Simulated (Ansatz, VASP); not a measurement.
**Ti: VASP beside Ansatz**

```
Ti
1.0
    -1.59745    1.59745    1.59745
     1.59745   -1.59745    1.59745
     1.59745    1.59745   -1.59745
Ti
1
Direct
  0.00000 0.00000 0.00000
```

Alike in both runs: functional PBE; dispersion D3(BJ); k mesh 18 × 18 × 18; occupations gaussian, width 0.1 eV; no spin polarisation.

Ansatz relaxed the structure, and its values are those at the end. VASP's run is a single point on that final structure, the one shown.

|  | VASP | Ansatz |
| --- | --- | --- |
| version | VASP 6.6.1 | Ansatz 0.2.0 |
| potentials or method | VASP PAW PBE potentials, release 64 (Ti_sv) | scalar-relativistic, plane waves, PAW |
| plane-wave cutoff (eV) | 520 | 420 |
| valence electrons in the cell | 12 | 12 |

VASP gave:

* gap on the k mesh at the Fermi level (eV): none
* pressure (GPa): -0.3

Question: What did Ansatz give for the same quantities?

Answer: gap on the k mesh at the Fermi level (eV): none; pressure (GPa): 0.0.

A gap of «none» marks a metal or a gap that the smearing closes.

Caveats: pairwise dispersion overbinds metals, which lowers pressure and volume.
